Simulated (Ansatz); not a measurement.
# Li2S: core levels, part 1 of 2

Where do the core levels of Li2S lie? The cell is a COD entry. Planned: a relaxation, then the dielectric response, then core holes.

The COD entry's cell or inner coordinates are ideal or old and differ from later refinements, so a difference from it is no clean test against experiment.

Method: DFT, PBE, plane-wave PAW, default files, scalar-relativistic, in Ansatz 0.2.0.

## (1) The starting structure

Symmetry: Fm-3m, No. 225, cubic system. Conventional cell: a = 5.689 Å, b = 5.689 Å, c = 5.689 Å, α = 90.00°, β = 90.00°, γ = 90.00°. Around Li (site symmetry -43m) lie 4 S at 2.46 Å. S (site symmetry m-3m) is surrounded by 8 Li at 2.46 Å.

Coordinates:

```
CELL_PARAMETERS angstrom
0.00000 2.84450 2.84450
2.84450 0.00000 2.84450
2.84450 2.84450 0.00000
ATOMIC_POSITIONS crystal
Li 0.25000 0.25000 0.25000
Li 0.75000 0.75000 0.75000
S 0.00000 0.00000 0.00000
```

## (2) Relaxing the atoms in the given cell

File input.yaml:

```yaml
crystal:
  lattice:
    - [0.0, 2.8445, 2.8445]
    - [2.8445, 0.0, 2.8445]
    - [2.8445, 2.8445, 0.0]
  atoms:
    - { symbol: Li, position: [0.25, 0.25, 0.25] }
    - { symbol: Li, position: [0.75, 0.75, 0.75] }
    - { symbol: S, position: [0.0, 0.0, 0.0] }
kpoints:
  mp_grid: { grid: [8, 8, 8] }
scf:
  occupations: { method: fermi_dirac, width: 0.02 }
hamiltonian:
  xc: pbe
  pseudopotentials: { kind: paw }
output:
  forces: true
  stress: true
  populations: true
  efg:
    quadrupole_moments_barn: { Li: -0.0401, S: -0.0694 }
    contact_densities: true
relax:
  f_tol: 0.02
  max_steps: 60
```

Run with:

```bash
$ ansatz run input.yaml --threads 1 --pin off --max-ram 2560MiB --backend cpu --events-out ev --progress --plain --runs-dir out
```

Output:

```text
Warning: output.stress: scf.convergence.dr2_threshold = 1e-7 eV (the SCF's general default) is looser than the 3e-10 eV advised for a printed stress (1e-10 eV for each atom of the cell: 3). What an SCF threshold leaves in a stress goes as its square root, and in the free energy as the threshold itself, and one threshold admits the most on a small cell: of the crystals measured, under no hybrid functional and no lock of the moments, on runs that ended without the residual-converged pass, on stresses that held no estimate of that error, the worst erred by over 100 MPa in a component at 1e-7 eV an atom and by under 5 at 1e-10. Every solve of this run answers to scf.convergence.dr2_threshold, and the tensor of one is reported: a single SCF on the reported geometry and on this run's grids (its basis.xc_grid and basis.ecutrho_ratio typed), with scf.convergence.dr2_threshold at 3e-10 eV or tighter, prints it and tightens no other solve. Else set scf.convergence.dr2_threshold to 3e-10 eV or tighter. The threshold is an SCF's pass mark: one that does not reach it within its budget of iterations ends unconverged, or closes short of it on a stop that the run arms, and scf.convergence.dr2_threshold's page says what that costs each kind of run
Warning: RAYON_NUM_THREADS=1 ignored (pool sized by the plan → 1); use --threads N
Engine: ansatz 0.2.0, aarch64-unknown-linux-gnu
Pseudopotentials: kind: paw
Pseudopotential: Li, paw, valence charge 3, recommended cutoff 420 eV (normal), Li.paw.azcp
Pseudopotential: S, paw, valence charge 6, recommended cutoff 420 eV (normal), S.paw.azcp
Functional definition: PBE
  parameter kappa = 0.804
  parameter beta = 0.06672455060314922
  exchange = pbe_x(kappa = kappa, mu = beta*pi^2/3)
  correlation = pbe_c(beta = beta)
Crystal: 3 atoms, lattice volume = 46.031 Å³
Basis set: ecut = 420 eV, 893 PW (Γ), exchange–correlation on 54×54×54 points (8 copies of the dense FFT grid, shifted against one another)
Bands: 10, of which v1, the nominal top of the filled ones, is band 6 counted from 1 (5 counted from 0)
Symmetry: 48 space group operations
Space group: Fm-3m (ITA 225), of the structure as read, at distance tolerance 3.6e-5 Å
k-points: 29 of 512
Non-local potential: Li, projectors of the file, l = 0: 3, l = 1: 2, l = 2: 1
Non-local potential: S, projectors of the file, l = 0: 2, l = 1: 2, l = 2: 2
PAW form: soft (Blöchl's): semilocal exchange-correlation on the pseudo side does not see the compensation charge
PAW one-centre angular grid: Li, 110 points (default); XC on 64 Gauss nodes
PAW one-centre angular grid: S, 110 points (default); XC on 64 Gauss nodes
Initial density: superposition of atomic densities (neutral atoms: chi_scale 0, normalization atom), corrected by the library's trained network
Initial wavefunctions: pseudopotential atomic-orbital guess
Functional: x = pbe(κ = 0.804, μ = 0.2195149727645171), c = pbe(β = 0.06672455060314922)
SCF iter   1: F=—  HF=-1315.506227 eV  |F-HF|=—  |Δ(HF+E_count)|=         —  Δρ=3.50e-4  dr2=6.16e-5  ethr=1.77e-3  ⟨swp⟩=5.1  Hψ=1817  notcnv=0
preconditioner: auto → none  [insulator: Δε(μ)=3.389 eV  Ē_g=10.938 eV  σ=0.020 eV  W_gap=1.00  n_scr=8 (ndim 8)  ℏωp=15.5 eV  f_vac=0.002  D(μ)=0.00/eV (n_scr^D=0)  ε∞_Penn≈3.0]
SCF iter   2: F=—  HF=-1315.505818 eV  |F-HF|=—  |Δ(HF+E_count)|=   4.09e-4  Δρ=3.52e-4  dr2=9.26e-5  ethr=5.13e-7  ⟨swp⟩=2.7  Hψ=791  notcnv=0
SCF iter   3: F=—  HF=-1315.505805 eV  |F-HF|=—  |Δ(HF+E_count)|=   1.24e-5  Δρ=1.67e-4  dr2=1.84e-5  ethr=5.13e-7  ⟨swp⟩=2.2  Hψ=377  notcnv=0
SCF iter   4: F=—  HF=-1315.505821 eV  |F-HF|=—  |Δ(HF+E_count)|=   1.57e-5  Δρ=6.81e-5  dr2=3.49e-6  ethr=1.53e-7  ⟨swp⟩=2.0  Hψ=406  notcnv=0
SCF iter   5: F=—  HF=-1315.505820 eV  |F-HF|=—  |Δ(HF+E_count)|=   8.95e-7  Δρ=3.04e-5  dr2=6.95e-7  ethr=2.91e-8  ⟨swp⟩=2.0  Hψ=385  notcnv=0
SCF iter   6: F=-1315.505820 eV  HF=-1315.505820 eV  |F-HF|=6.36e-8  |Δ(HF+E_count)|=   2.01e-7  Δρ=1.06e-5  dr2=8.45e-8  ethr=8.33e-10  ⟨swp⟩=2.2  Hψ=1000  notcnv=0
SCF 1 converged in 6 iterations: F = -1315.505820 eV  dr2 = 8.45e-8
relax step   1: F+E_penalty+E_count = -1315.50582000 eV  Δ(F+E_penalty+E_count) = +0.000e0 eV  max|allowed force component| = 2.621e-17 eV/Å  Δτ_max = 0.0000 Å  (6 SCF iters, accepted)
NSCF: frozen V_eff on 29 k-points
the band table was solved once a step of the walk had ended and its energy, with any forces and stress, was formed, with the checks that follow a solve (1944 applications of the Hamiltonian). They found nothing against the state; the energy, forces and stress were not computed again (output.eigenvalues in the input reference)
SCF converged after 6 iterations
Free energy (F): -1315.505820 eV
Harris-Foulkes:  -1315.505820 eV  (|F-HF|=6.36e-8)
Internal energy: -1315.505820 eV  (E = F + TS)
E sigma→0 (E₀):  -1315.505820 eV
Fermi energy:    4.067510 eV
--- Per-component energies (eV) ---
  E_band       = -177.487395
  E_kinetic    = 152.801836
  E_local      = -368.093578  (includes V_loc(G=0)·N_el)
  E_nonlocal   = -38.064623
  E_hartree    = 111.835757
  E_xc         = -120.253197
  E_vxc        = -117.295859  (∫ρ·V_xc dr)
  E_paw        = -642.501666  (= ΣΔE_a)
  E_vpaw       = -30.503677  (= ΣTr[D̂ρ^β])
  E_aug_tail   = 0.000054  (compensation charges beyond the density's cutoff)
  E_ewald      = -411.230403
  E_smearing   = -0.000000  (= −TS)
  E_closure    = 0.000000  (closes the sum)
  Σ components = -1315.505820   (vs F -1315.505820, Δ=0.00e0)
--- Forces (eV/Å), atoms counted from 1 ---
  atom   1  Li    -0.00000000     0.00000000     0.00000000
  atom   2  Li    -0.00000000     0.00000000    -0.00000000
  atom   3  S     -0.00000000     0.00000000     0.00000000
  max |Σ_I F_I| component: 7.86e-17 eV/Å
--- Stress (GPa, compression-positive) ---
        0.363932       0.000000       0.000000
       -0.000000       0.363932      -0.000000
        0.000000      -0.000000       0.363932
  P = ⅓ Tr σ = 0.3639 GPa (3.639 kbar)
--- PAW observables at the nuclei: V_zz in 10²¹ V/m², potentials from the cell's mean, atoms counted from 1 ---
  atom   1  Li V_zz =    +0.000000   η = 0.0000   by run symmetry: forbidden   C_q = -0.0000 MHz
            electrostatic potential = -165.403264 V   contact ρ = 94.504862 e/Å³
  atom   2  Li V_zz =    +0.000000   η = 0.0000   by run symmetry: forbidden   C_q = -0.0000 MHz
            electrostatic potential = -165.403264 V   contact ρ = 94.504862 e/Å³
  atom   3  S  V_zz =    -0.000000   η = 0.0000   by run symmetry: forbidden   C_q = +0.0000 MHz
            electrostatic potential = -1629.819484 V   contact ρ = 19762.723710 e/Å³
--- Band table (eV; the first three rows and the last of 29) ---
  k-point 0: bands = ["-41.7766", "-41.7332", "-8.6642", "2.3726", "2.3726", "2.3726", "6.6629", "8.5939", "8.5939", "8.5939"]
  k-point 1: bands = ["-41.7748", "-41.7347", "-8.6072", "1.7737", "2.2842", "2.2842", "7.0949", "8.8295", "8.8295", "8.9459"]
  k-point 2: bands = ["-41.7698", "-41.7391", "-8.4608", "0.6781", "2.0930", "2.0930", "7.7614", "9.1547", "9.1547", "9.7959"]
  k-point 28: bands = ["-41.7538", "-41.7538", "-8.0895", "0.5377", "0.5377", "0.6056", "7.8532", "9.6765", "11.2478", "11.2478"]
--- Relaxed structure (1 steps of the walk, 1 accepted, 0 SCFs on fresh bases) ---
  F+E_penalty+E_count = -1315.50582000 eV   max|allowed force component| = 2.621e-17 eV/Å
  atoms:
    - { symbol: Li, position: [0.25, 0.25, 0.25] }
    - { symbol: Li, position: [0.75, 0.75, 0.75] }
    - { symbol: S, position: [0.0, 0.0, 0.0] }
--- Löwdin populations: 3 sites ---
  site symbol       q [e]
     0     Li      2.3550
     1     Li      2.3550
     2      S      7.1462
  spilling = 0.011982 (of n_electrons = 12.000000)
```

It took 1.7 s on 1 thread of Arm Neoverse V2, shared host; peak memory 0.31 GiB.

No atom moved: the forces were under the tolerance from the start.

The run ends with gap on the mesh 3.39 eV, largest force 0.000 eV/Å, pressure 0.4 GPa.

The printed gradients, by site:

```tsv
site	atoms	first shell	V_zz (10²¹ V/m²)	η	C_Q (MHz)
Li	1, 2	4 S at 2.46 Å	0.00	–	0 (⁷Li)
S	3	8 Li at 2.46 Å	0.00	–	0 (³³S)
```

C_Q = eQV_zz/h, which is 24.18 MHz for Q = 1 b and V_zz = 10²¹ V/m²; η = (V_xx − V_yy)/V_zz. Q values from Pyykkö, Mol. Phys. 116, 1328 (2018).

## (3) Electronic dielectric response

File input.yaml:

```yaml
crystal:
  lattice:
    - [0.0, 2.8445, 2.8445]
    - [2.8445, 0.0, 2.8445]
    - [2.8445, 2.8445, 0.0]
  atoms:
    - { symbol: Li, position: [0.25, 0.25, 0.25] }
    - { symbol: Li, position: [0.75, 0.75, 0.75] }
    - { symbol: S, position: [0.0, 0.0, 0.0] }
kpoints:
  mp_grid: { grid: [8, 8, 8] }
scf:
  occupations: { method: fixed }
hamiltonian:
  xc: pbe
  pseudopotentials: { kind: paw }
output:
  forces: true
dielectric:
  field_mesh: kpoints
```

Run with:

```bash
$ ansatz run input.yaml --threads 1 --pin off --max-ram 2560MiB --backend cpu --events-out ev --progress --plain --runs-dir out
```

Output:

```text
Warning: RAYON_NUM_THREADS=1 ignored (pool sized by the plan → 1); use --threads N
[... 9 set-up lines as earlier in the session ...]
Crystal: 3 atoms, lattice volume = 46.031 Å³
Basis set: ecut = 420 eV, 893 PW (Γ), exchange–correlation on 54×54×54 points (8 copies of the dense FFT grid, shifted against one another)
Bands: 10, of which v1, the nominal top of the filled ones, is band 6 counted from 1 (5 counted from 0)
[... 1 set-up line as earlier in the session ...]
k-points: 59 of 512 (irreducible under 8 space group operations, time reversal used)
[... 8 set-up lines as earlier in the session ...]
SCF iter   1: F=—  HF=-1315.506155 eV  |F-HF|=—  |Δ(HF+E_count)|=         —  Δρ=3.95e-4  dr2=8.24e-5  ethr=1.77e-3  ⟨swp⟩=4.0  Hψ=3469  notcnv=0  defer=37
preconditioner: auto → none  [insulator: Δε(μ)=3.389 eV  Ē_g=10.938 eV  n_scr=8 (ndim 8)  ℏωp=15.5 eV  f_vac=0.002  ε∞_Penn≈3.0]
SCF iter   2: F=—  HF=-1315.505827 eV  |F-HF|=—  |Δ(HF+E_count)|=   3.28e-4  Δρ=4.01e-4  dr2=1.20e-4  ethr=6.87e-7  ⟨swp⟩=2.0  Hψ=1423  notcnv=0  defer=112
SCF iter   3: F=—  HF=-1315.505807 eV  |F-HF|=—  |Δ(HF+E_count)|=   2.02e-5  Δρ=1.92e-4  dr2=2.53e-5  ethr=6.87e-7  ⟨swp⟩=2.5  Hψ=810  notcnv=0  defer=30
SCF iter   4: F=—  HF=-1315.505821 eV  |F-HF|=—  |Δ(HF+E_count)|=   1.43e-5  Δρ=8.14e-5  dr2=4.92e-6  ethr=2.11e-7  ⟨swp⟩=2.0  Hψ=856  notcnv=0  defer=6
SCF iter   5: F=—  HF=-1315.505820 eV  |F-HF|=—  |Δ(HF+E_count)|=   1.45e-6  Δρ=3.72e-5  dr2=1.02e-6  ethr=4.10e-8  ⟨swp⟩=1.9  Hψ=782  notcnv=0
SCF iter   6: F=—  HF=-1315.505820 eV  |F-HF|=—  |Δ(HF+E_count)|=   2.93e-7  Δρ=1.35e-5  dr2=1.34e-7  ethr=8.50e-9  ⟨swp⟩=2.4  Hψ=821  notcnv=0
SCF iter   7: F=—  HF=-1315.505820 eV  |F-HF|=—  |Δ(HF+E_count)|=   4.00e-8  Δρ=4.34e-6  dr2=1.38e-8  ethr=1.12e-9  ⟨swp⟩=2.6  Hψ=832  notcnv=0
SCF iter   8: F=—  HF=-1315.505820 eV  |F-HF|=—  |Δ(HF+E_count)|=   4.49e-9  Δρ=8.15e-7  dr2=4.86e-10  ethr=1.15e-10  ⟨swp⟩=2.1  Hψ=759  notcnv=0
SCF iter   9: F=-1315.505820 eV  HF=-1315.505820 eV  |F-HF|=5.46e-12  |Δ(HF+E_count)|=  1.51e-10  Δρ=9.79e-8  dr2=7.28e-12  ethr=1.00e-12  ⟨swp⟩=5.0  Hψ=2562  notcnv=0
SCF 1 converged in 9 iterations: F = -1315.505820 eV  dr2 = 7.28e-12
DFPT response loops at Γ: preconditioner auto → none (the input reference at scf.mixing.eps_inf says where Resta's filter doesn't serve); β = 0.50; Broyden in place of MSR1
SCF converged after 9 iterations
Free energy (F): -1315.505820 eV
Harris-Foulkes:  -1315.505820 eV  (|F-HF|=5.46e-12)
Internal energy: -1315.505820 eV  (E = F + TS)
E sigma→0 (E₀):  -1315.505820 eV
Fermi energy:    2.372826 eV
--- Per-component energies (eV) ---
  E_band       = -177.485839
  E_kinetic    = 152.799621
  E_local      = -368.090083  (includes V_loc(G=0)·N_el)
  E_nonlocal   = -38.065047
  E_hartree    = 111.833983
  E_xc         = -120.252344
  E_vxc        = -117.294834  (∫ρ·V_xc dr)
  E_paw        = -642.501600  (= ΣΔE_a)
  E_vpaw       = -30.503487  (= ΣTr[D̂ρ^β])
  E_aug_tail   = 0.000054  (compensation charges beyond the density's cutoff)
  E_ewald      = -411.230403
  E_smearing   = -0.000000  (= −TS)
  E_closure    = 0.000000  (closes the sum)
  Σ components = -1315.505820   (vs F -1315.505820, Δ=0.00e0)
--- Forces (eV/Å), atoms counted from 1 ---
  atom   1  Li    -0.00000000    -0.00000000     0.00000000
  atom   2  Li    -0.00000000     0.00000000    -0.00000000
  atom   3  S     -0.00000000     0.00000000    -0.00000000
  max |Σ_I F_I| component: 9.25e-18 eV/Å
--- Band table (eV; the first three rows and the last of 59) ---
  k-point 0: bands = ["-41.7766", "-41.7332", "-8.6639", "2.3728", "2.3728", "2.3728", "6.6629", "8.5940", "8.5940", "8.5940"]
  k-point 1: bands = ["-41.7749", "-41.7347", "-8.6069", "1.7739", "2.2845", "2.2845", "7.0950", "8.8295", "8.8295", "8.9459"]
  k-point 2: bands = ["-41.7698", "-41.7392", "-8.4605", "0.6782", "2.0932", "2.0932", "7.7615", "9.1548", "9.1548", "9.7959"]
  k-point 58: bands = ["-41.7538", "-41.7538", "-8.0892", "0.5379", "0.5379", "0.6058", "7.8532", "9.6765", "11.2478", "11.2478"]
--- Dielectric response (ions clamped): 1 representative field direction + reference, on 59 of 512 k-points (Σ response iterations 7) ---
  k mesh reduced under 8 symmetry operations, with k and −k counted as one. Each operation leaves every solved perturbation unchanged. A smaller set is not considered because the run solves the response to a homogeneous field
  ε∞ (high-frequency dielectric tensor):
        3.875991    -0.000000     0.000000
        0.000000     3.875991    -0.000000
       -0.000000     0.000000     3.875991
  Born effective charges Z* (e; rows j = field, columns β = displacement):
    site 0:
         0.94763    0.00000    0.00000
        -0.00000    0.94763    0.00000
         0.00000    0.00000    0.94763
    site 1:
         0.94763    0.00000    0.00000
        -0.00000    0.94763    0.00000
         0.00000    0.00000    0.94763
    site 2:
        -1.89526   -0.00000   -0.00000
         0.00000   -1.89526   -0.00000
         0.00000   -0.00000   -1.89526
  Z* charge neutrality: 5.126e-5 e pre-enforcement
  k-mesh period / interband length: 32.2 Å / 1.68 Å = 19.16 at k = (0.0000, 0.0000, 0.0000), direct gap 4.290 eV — 14 or more, which is no proof of convergence
```

Wall time 6.2 s (1 thread of Arm Neoverse V2, shared host); peak memory 0.34 GiB.

Principal values of ε∞: 3.88, 3.88, 3.88; mean 3.88.

| element | atoms | principal values of Z* (e) | mean |
| --- | --- | --- | --- |
| Li | 1, 2 | +0.95, +0.95, +0.95 | +0.95 |
| S | 3 | -1.90, -1.90, -1.90 | -1.90 |

(Continued in part 2 of 2.)
